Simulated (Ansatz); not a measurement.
## In (Pm-3m)

Computed with DFT PBE, scalar-relativistic, plane waves, PAW (Ansatz 0.2.0).

Settings: cutoff 420 eV, Γ-centred mesh 18×18×18 on the computed 1-atom cell, Gaussian smearing of 0.10 eV; no spin polarisation.

The structure is relaxed at this level of theory with its symmetry kept, and needn't be the ground state of this composition.

It takes space group Pm-3m (No. 221, cubic). Conventional cell: a = 3.090 Å (cubic). In (site symmetry m-3m) is surrounded by 6 In at 3.09 Å.

- Volume per atom: 29.50 Å³
- Energy over the standard state (uncorrected): +0.096 eV/atom
- Kohn–Sham band gap: none (metal)
- Density of states at the Fermi level: 0.6 states/eV per cell
- Orbital (Löwdin) character within 0.5 eV of the Fermi level: In 5p 86 %, In 5s 12 %
- Bader charge by site (e): In (1 in the cell) 0.00

The cell was found from a structure generator's guess, not taken from experiment. Löwdin shares on free-atom orbitals overweight diffuse shells.
